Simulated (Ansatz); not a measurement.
Consider the ligand exchange at a Ge–C bond: `F[C](F)(F)[GeH3]` + `OCBCl` → `ClBC[O][GeH3]` + `FC(F)F`.

Gas-phase electronic energies from Ansatz, PBE0-D4/def2-TZVP geometries. CBS: MP2 limit from def2 TZ/QZ plus the TZ coupled-cluster correction, frozen cores. This one scheme is used for every species. Functionals use def2-TZVPP. B3LYP here is the variant with VWN-RPA as its local correlation; programs differ in this. For Ge outer-core shells are correlated without core-valence functions, which leaves a few kJ/mol of doubt a bond. Scalar relativity is left out up to krypton. One conformer a species, not always the lowest.

`F[C](F)(F)[GeH3]`:

Cartesian coordinates in Å:
```
F -1.924 -0.247 0.002
C -0.816 0.425 0.354
F -0.806 0.487 1.696
F -0.961 1.682 -0.095
Ge 0.846 -0.441 -0.367
H 0.721 -0.459 -1.892
H 2.033 0.409 0.092
H 0.907 -1.856 0.211
```

`OCBCl`:

```xyz
8

O    -1.290    0.764   -0.501
C    -0.600   -0.256    0.175
B     0.949   -0.257    0.159
Cl    1.818    1.006   -0.683
H    -0.643    1.359   -0.892
H    -0.920   -1.242   -0.205
H    -0.901   -0.276    1.237
H     1.588   -1.098    0.711
```

`ClBC[O][GeH3]`:

Cartesian coordinates in Å:
```
Cl 0.458 -3.126 -0.961
B -0.317 -1.614 -0.553
C 0.233 -0.792 0.655
O -0.457 0.406 0.947
Ge -0.105 1.841 -0.047
H -1.254 -1.281 -1.212
H 1.320 -0.634 0.537
H 0.160 -1.441 1.542
H 1.378 2.213 0.149
H -0.361 1.505 -1.530
H -1.054 2.923 0.473
```

`FC(F)F`:

Z-matrix (Å, degrees):
```
C
F 1 1.331
F 1 1.331 2 108.5
F 1 1.331 2 108.5 3 -117.7
H 1 1.093 2 110.4 3 121.1
```

**Question.** Is it downhill or uphill in electronic energy at CCSD(T)/CBS, and by how much? (Estimate.)

**Answer.** The calculation gave: Downhill: ΔE = -0.55 eV.

**Question.** What do these levels give: r2SCAN-D4, PBE0-D4, B3LYP-D4, ωB97M-V, r2SCAN, PBE0, B3LYP, SCS-MP2/def2-TZVPP, CCSD/def2-TZVPP, CCSD(T)/def2-TZVPP, HF/def2-QZVPP, MP2/def2-QZVPP? (Estimate.)

**Answer.** Computed: r2SCAN-D4 -0.49, PBE0-D4 -0.48, B3LYP-D4 -0.54, ωB97M-V -0.50, r2SCAN -0.48, PBE0 -0.47, B3LYP -0.52, SCS-MP2/def2-TZVPP -0.70, CCSD/def2-TZVPP -0.64, CCSD(T)/def2-TZVPP -0.62, HF/def2-QZVPP -0.81, MP2/def2-QZVPP -0.63 eV.

Largest T1 diagnostic among the species: 0.012.

In def2-TZVPP, CCSD(T) changes the Hartree–Fock value by +0.19 eV (the triples alone add +0.02 eV) and MP2 by +0.14 eV. From PBE to PBE0 (25 % exact exchange), in def2-TZVPP and without D4, ΔE moves by −0.08 eV.
